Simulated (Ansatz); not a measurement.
# SiO2: the cost of one run

Method: DFT r2SCAN, scalar-relativistic, plane waves, PAW, in Ansatz 0.2.0.

1 further run of the same task is left out (it didn't finish).

### 1 The structure to begin with

It takes space group P-6m2 (No. 187, hexagonal). The conventional cell has a = 2.687 Å, b = 2.687 Å, c = 37.223 Å, α = 90.00°, β = 90.00°, γ = 120.00°. Around Si (site symmetry 3m) lie 6 O at 1.80 Å. O (site symmetry 3m) has 3 Si at 1.80 Å as nearest neighbours.

Coordinates:

```cif
data_structure
_symmetry_space_group_name_H-M 'P 1'
_symmetry_Int_Tables_number 1
_cell_length_a 2.6872
_cell_length_b 2.6872
_cell_length_c 37.2232
_cell_angle_alpha 90.000
_cell_angle_beta 90.000
_cell_angle_gamma 120.003
_cell_volume 232.76
loop_
_atom_site_label
_atom_site_type_symbol
_atom_site_fract_x
_atom_site_fract_y
_atom_site_fract_z
_atom_site_occupancy
Si1 Si 0.50000 0.50000 0.21583 1
Si2 Si 0.50000 0.50000 0.34833 1
O1 O 0.16665 0.83335 0.24046 1
O2 O 0.83335 0.16665 0.19118 1
O3 O 0.83335 0.16665 0.37299 1
O4 O 0.16665 0.83335 0.32371 1
```

It is the end of an earlier relaxation with the same method, from a generated guess; it is a trial structure. At a tolerance of 0.02 Å it has layer group p-6m2 (No. 78); it has 1.04 Å²/atom, an uncorrected energy of -2.51 eV/atom over the elements and, on its mesh, gap 6.47 eV.

Only a and b are periodic; c spans vacuum, so the box's volume, pressure and space group aren't properties of the sheet.

### 2 The same geometry with r2SCAN

Contents of input.yaml:

```yaml
crystal:
  lattice:
    - [2.6863228086, -0.0669273618, 0.0]
    - [-1.2853438345, 2.3598094692, 0.0]
    - [0.0, 0.0, 37.22315716]
  atoms:
    - { symbol: Si, position: [0.5000002801, 0.4999997199, 0.2158335671] }
    - { symbol: Si, position: [0.5000002801, 0.4999997199, 0.3483313669] }
    - { symbol: O, position: [0.1666485732, 0.8333514268, 0.2404588395] }
    - { symbol: O, position: [0.8333511467, 0.1666488533, 0.1911774376] }
    - { symbol: O, position: [0.8333511467, 0.1666488533, 0.3729874964] }
    - { symbol: O, position: [0.1666485732, 0.8333514268, 0.3237060944] }
  periodic: [true, true, false]
basis:
  ecutwfc: 500
kpoints:
  mp_grid: { grid: [12, 12, 1] }
  band_path:
    path:
      - [0.0, 0.0, 0.0]
      - [0.5, -3.504e-05, 0.0]
      - [0.33333333, 0.33329829, 0.0]
      - [0.0, 0.0, 0.0]
    npoints: 14
hamiltonian:
  xc: r2scan
scf:
  occupations: { method: gaussian, width: 0.02 }
  n_extra_bands: 15
output:
  forces: true
  stress: true
  eigenvalues: true
  populations: true
  dos: { projected: true, de: 0.02, nscf_kmesh: { grid: [18, 18, 1] } }
  bader: true
  write_density: true
  write_potential: true
  elf: true
  volumetric_format: npy
```

Command:

```console
$ ansatz run input.yaml --threads 1 --pin off --max-ram 2560MiB --backend cpu --events-out ev --progress --plain --runs-dir out
```

What time and memory should one allow on 1 thread of Intel Xeon 6975P-C (Granite Rapids), shared host?

About 2.9 min, with a peak of 1.2 GiB.
